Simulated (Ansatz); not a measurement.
# TiO2 (Anatase) (I4_1/amd) in Ansatz: band structure with HSE06

Aim: the band structure of TiO2 (Anatase) with HSE06.

All numbers are computed with Ansatz 0.2.0; they aren't measurements. Logs are shortened: lines on timing, memory, paths and dates and some standing lists are left out, and cuts for length are marked.

## Step 1: The structure

The structure is tetragonal, space group I4_1/amd (No. 141). Conventional cell: a = 3.784 Å, b = 3.784 Å, c = 9.515 Å, α = 90.00°, β = 90.00°, γ = 90.00°. Around Ti (site symmetry -4m2) lie 6 O at 1.93 to 1.98 Å. O (site symmetry 2mm) has 3 Ti at 1.93 to 1.98 Å as nearest neighbours.

## Step 2: Band structure, HSE06

The input, input:

```
crystal:
  lattice:
    - [-1.8921, 1.8921, 4.7573]
    - [1.8921, -1.8921, 4.7573]
    - [1.8921, 1.8921, -4.7573]
  atoms:
    - { symbol: Ti, position: [0.75, 0.25, 0.5] }
    - { symbol: Ti, position: [0.0, 0.0, 0.0] }
    - { symbol: O, position: [0.7919, 0.7919, 0.0] }
    - { symbol: O, position: [0.5419, 0.0419, 0.5] }
    - { symbol: O, position: [0.9581, 0.4581, 0.5] }
    - { symbol: O, position: [0.2081, 0.2081, 0.0] }
hamiltonian:
  xc: hse06
  pseudopotentials: { kind: paw }
kpoints:
  mp_grid: { grid: [8, 8, 8] }
  band_path:
    path:
      - [[0.0, 0.0, 0.0], [-0.5, 0.5, 0.0], [-0.5, 0.5, -0.0790928267], [-0.2895464134, 0.2895464134, -0.2895464134], [0.0, 0.0, 0.0], [0.5, 0.5, -0.5], [0.2895464134, 0.7104535866, -0.7104535866], [0.0, 0.5, -0.5], [-0.25, 0.75, -0.25], [0.0790928267, 0.9209071733, -0.5], [0.5, 0.5, -0.5]]
      - [[-0.5, 0.5, 0.0], [-0.25, 0.75, -0.25]]
    npoints: 4
scf:
  occupations: { method: fermi_dirac, width: 0.05 }
  n_extra_bands: 15
output:
  forces: true
  stress: true
  eigenvalues: true
  fatbands: false
```

Potentials or basis: Ansatz PAW.

The program printed:

```text
Warning: output.stress: scf.convergence.dr2_threshold = 1e-7 eV (the SCF's general default) is looser than the 6e-10 eV advised for a printed stress (1e-10 eV for each atom of the cell: 6). What an SCF threshold leaves in a stress goes as its square root, and in the free energy as the threshold itself, and one threshold admits the most on a small cell: of the crystals measured, under no hybrid functional and no lock of the moments, on runs that ended without the residual-converged pass, on stresses that held no estimate of that error, the worst erred by over 100 MPa in a component at 1e-7 eV an atom and by under 5 at 1e-10. Set scf.convergence.dr2_threshold to 6e-10 eV or tighter. The threshold is an SCF's pass mark: one that does not reach it within its budget of iterations ends unconverged, or closes short of it on a stop that the run arms, and scf.convergence.dr2_threshold's page says what that costs each kind of run
Warning: output.stress: scf.exx.energy_threshold = 1e-6 eV is looser than the 6e-8 eV advised for a stress under a hybrid functional (1e-8 eV for each atom of the cell: 6). Every SCF of the exchange loop can meet its threshold on dr2 while the loop round them stops early: no threshold on dr2 bounds what that leaves in the stress. Set scf.exx.energy_threshold to 6e-8 eV or tighter. The threshold is the loop's pass mark: a loop that does not reach it within its budget of cycles ends unconverged, and scf.exx.energy_threshold's page has the law
basis.fft_grid_basis auto: the FFT boxes are laid along the combinations [[1, 0, 1], [0, 1, 1], [0, 0, 1]] of the cell's own vectors, 3.784, 3.784 and 5.458 Å long. The dense box has 27×27×40 points. Along the cell's own vectors, as sized, it would have 40×40×40, 2.19 times as many. Of the 16 symmetry operations that the crystal satisfies within crystal.symmetry.tolerance (time reversal apart; of a slab, those that keep its plane) the dense box along the cell's own vectors carries 16, and the one as laid loses 14 of those. basis.fft_grid_basis: typed keeps the cell's own vectors: state it where this run's energies or levels are differenced outside the engine with another run's, or held beside a run that keeps those vectors.
scf.n_extra_bands = 15 over 24 filled bands (N_el = 48.0): the run solves 39 bands
GPUs: using 1 of 1 available (devices: 1).
Engine: ansatz 0.2.0, x86_64-unknown-linux-gnu
Pseudopotentials: kind: paw
Pseudopotential: Ti, paw, valence charge 12, recommended cutoff 420 eV (normal), Ti.paw.azcp
Pseudopotential: O, paw, valence charge 6, recommended cutoff 420 eV (normal), O.paw.azcp
Functional definition: HSE06
  parameter a = 0.25
  parameter omega = 0.11/bohr
  exchange = pbe_x - a*pbe_x_sr(omega) + a*exact_x_sr(omega)
  correlation = pbe_c
device memory: the entry about to start is reckoned to put 2.1 GiB on a device that reports 53.0 GiB free (of which the cap on the GPU budget leaves the run 18.0 GiB)
GPU FFT provider: cuFFT
GPU libraries: cuBLAS 13.8.2, cuFFT 12.4.0, cuSOLVER 12.3.4
Crystal: 6 atoms, lattice volume = 68.125 Å³
Basis set: ecut = 420 eV, 1315 PW (Γ), FFT grids on a1+a3, a2+a3, a3, exchange–correlation on 54×54×80 points (8 copies of the dense FFT grid, shifted against one another)
Bands: 39, of which v1, the nominal top of the filled ones, is band 24 counted from 1 (23 counted from 0)
Symmetry: 16 space group operations
Space group: I41/amd (ITA 141), of the structure as read, at distance tolerance 4.1e-5 Å
k-points: 59 of 512
Non-local potential: Ti, projectors of the file, l = 0: 3, l = 1: 2, l = 2: 3, l = 3: 1
Non-local potential: O, projectors of the file, l = 0: 2, l = 1: 2, l = 2: 1
PAW form: soft (Blöchl's): semilocal exchange-correlation on the pseudo side does not see the compensation charge
[... 57 lines left out ...]
Stability not checked: this state was not tested for a lower state beside it, because the functional holds exact exchange (a hybrid, or Hartree-Fock), whose exchange loop this test does not read (fock_operator; see scf.lower_state_search)
Free energy (F): -7276.006116 eV
Frozen-core exchange: fock
Harris-Foulkes:  -7276.006116 eV  (|F-HF|=1.76e-10)
Internal energy: -7276.006116 eV  (E = F + TS)
E sigma→0 (E₀):  -7276.006116 eV
Fermi energy:    8.184281 eV
--- Per-component energies (eV) ---
  E_band       = -570.642605
  E_kinetic    = 1250.760796
  E_local      = -3547.552029  (includes V_loc(G=0)·N_el)
  E_nonlocal   = 185.461090
  E_hartree    = 1370.351903
  E_xc         = -396.715317
  E_vxc        = -498.018771  (∫ρ·V_xc dr)
  E_exx        = -157.119372  (= α·E_x^exact, valence–valence)
  E_paw        = -2658.557100  (= ΣΔE_a)
  E_vpaw       = -387.768676  (= ΣTr[D̂ρ^β])
  E_aug_tail   = 0.009982  (compensation charges beyond the density's cutoff)
  E_ewald      = -3322.195552
  E_core_change = -0.450516  (= ΣΔE_core)
  E_smearing   = -0.000000  (= −TS)
  E_closure    = -0.000001  (closes the sum)
  Σ components = -7276.006116   (vs F -7276.006116, Δ=0.00e0)
--- Forces (eV/Å), atoms counted from 1 ---
  atom   1  Ti     0.00000000     0.00000000     0.00000000
  atom   2  Ti    -0.00000000     0.00000000    -0.00000000
  atom   3  O      0.00000000     0.00000000     0.15735452
  atom   4  O     -0.00000000     0.00000000     0.15735452
  atom   5  O     -0.00000000     0.00000000    -0.15735452
  atom   6  O      0.00000000     0.00000000    -0.15735452
  max |Σ_I F_I| component: 2.78e-17 eV/Å
--- Stress (GPa, compression-positive) ---
       -2.196989      -0.000000       0.000000
       -0.000000      -2.196989      -0.000000
        0.000000      -0.000000      -1.904093
  P = ⅓ Tr σ = -2.0994 GPa (-20.994 kbar)
--- Band table (eV; the first three rows and the last of 59) ---
  k-point 0: bands = ["-54.2859", "-54.2217", "-29.1329", "-28.8787", "-28.8787", "-28.8026", "-28.8026", "-28.6950", "-13.0535", "-11.9601", "-11.7997", "-11.4415", "1.9845", "2.1721", "2.1721", "2.5453", "4.0459", "4.0531", "4.0531", "5.4945", "5.5326", "5.5326", "5.8338", "5.8338", "9.9510", "10.8174", "12.0307", "12.0307", "12.0893", "12.0893", "12.9000", "13.2237", "13.2819", "14.2610", "15.5197", "20.2148", "21.4520", "24.3894", "24.3894"]
  k-point 1: bands = ["-54.2829", "-54.2235", "-29.1308", "-28.9087", "-28.8883", "-28.8188", "-28.8019", "-28.6899", "-12.8930", "-11.8621", "-11.7309", "-11.3936", "1.8225", "1.9530", "1.9740", "2.5782", "3.7481", "4.1610", "4.2160", "5.1288", "5.1483", "5.1814", "5.5485", "6.0053", "10.5842", "10.9082", "11.3813", "11.7945", "11.8012", "12.0517", "13.4869", "13.7673", "14.0037", "14.5288", "16.1016", "20.3805", "21.5001", "22.8919", "25.0956"]
  k-point 2: bands = ["-54.2745", "-54.2290", "-29.1256", "-28.9743", "-28.9102", "-28.8584", "-28.7943", "-28.6901", "-12.4719", "-11.6398", "-11.5532", "-11.2822", "1.3013", "1.6036", "1.8525", "2.7844", "3.2017", "3.5496", "3.7883", "4.1466", "4.2847", "5.2878", "5.6598", "6.0758", "10.9524", "11.0487", "11.5214", "11.7618", "11.7665", "12.4152", "13.8036", "14.8295", "14.9282", "14.9628", "17.4803", "20.7587", "21.2117", "21.8156", "23.7757"]
  k-point 58: bands = ["-54.2539", "-54.2539", "-28.9180", "-28.9180", "-28.9075", "-28.9075", "-28.7734", "-28.7734", "-12.4204", "-12.4204", "-11.7333", "-11.7333", "2.2499", "2.2499", "2.2741", "2.2741", "4.1242", "4.1242", "4.8376", "4.8376", "4.9330", "4.9330", "6.2085", "6.2085", "10.3683", "10.3683", "11.8757", "11.8757", "12.2722", "12.2722", "12.8450", "12.8450", "13.7516", "13.7516", "17.5871", "17.5871", "24.0833", "24.0833", "24.9713"]
```

bands.tsv:

```text
[... 67 lines left out ...]
7.262283	-62.434109	-62.434109	-37.274156	-37.274156	-37.111316	-37.111316	-36.923712	-36.923712	-19.759413	-19.759413	-19.388109	-19.388109	-6.600901	-6.600901	-6.566128	-6.566128	-5.995574	-5.995574	-5.139314	-5.139314	-3.580105	-3.580105	-2.089893	-2.089893	3.404006	3.404006	3.422505	3.422505	4.892499	4.892499	6.427997	6.427997	7.425629	7.425629	12.062604	12.062604	12.485271	12.485271	16.120418
```

Run time: 6.1 min. Hardware: 1 × NVIDIA H100 80GB HBM3 with 2 threads of AMD EPYC 7R13 (Zen 3), shared host; peak memory 6.5 GiB.

What came out:

- Free energy: -7276.0061 eV
- Pressure: -2.1 GPa
- Largest force: 0.157 eV/Å
- Band gap on the k mesh: 3.66 eV, indirect (least direct gap 3.98 eV)
- Band gap along the path: 3.66 eV, indirect (least direct gap 3.98 eV)

Forces in eV/Å, atoms in the order of the input:
```
Ti   0.000  0.000  0.000
Ti   0.000  0.000  0.000
O    0.000  0.000  0.157
O    0.000  0.000  0.157
O    0.000  0.000 -0.157
O    0.000  0.000 -0.157
```

Levels at the corners of the path, in eV from the valence-band top:
| point | band 21 | band 22 | band 23 | band 24 | band 25 | band 26 | band 27 | band 28 |
| --- | --- | --- | --- | --- | --- | --- | --- | --- |
| Γ | -0.76 | -0.76 | -0.46 | -0.46 | 3.66 | 4.52 | 5.74 | 5.74 |
| X | -2.18 | -2.18 | -0.01 | -0.01 | 5.06 | 5.06 | 5.55 | 5.55 |
| Y | -2.01 | -2.01 | -0.05 | -0.05 | 5.02 | 5.02 | 5.49 | 5.49 |
| S | -1.27 | -0.99 | -0.94 | -0.88 | 4.86 | 5.24 | 5.26 | 5.36 |
| Γ | -0.76 | -0.76 | -0.46 | -0.46 | 3.66 | 4.52 | 5.74 | 5.74 |
| Z | -1.36 | -1.36 | -0.08 | -0.08 | 4.08 | 4.08 | 5.58 | 5.58 |
| S1 | -1.27 | -0.99 | -0.94 | -0.88 | 4.86 | 5.24 | 5.26 | 5.36 |
| N | -2.06 | -0.99 | -0.90 | -0.67 | 4.94 | 5.26 | 5.26 | 5.41 |
| P | -1.69 | -1.69 | -0.20 | -0.20 | 5.30 | 5.30 | 5.31 | 5.31 |
| Y1 | -2.01 | -2.01 | -0.05 | -0.05 | 5.02 | 5.02 | 5.49 | 5.49 |
| Z | -1.36 | -1.36 | -0.08 | -0.08 | 4.08 | 4.08 | 5.58 | 5.58 |
| X | -2.18 | -2.18 | -0.01 | -0.01 | 5.06 | 5.06 | 5.55 | 5.55 |
| P | -1.69 | -1.69 | -0.20 | -0.20 | 5.30 | 5.30 | 5.31 | 5.31 |

Caveat: the pressure holds a Pulay correction of +0.5 GPa for the finite cutoff; the PAW data sets come from PBE, with cores solved anew for the run's functional, which leaves a small shift of forces and pressure; the thresholds are loose for stress.
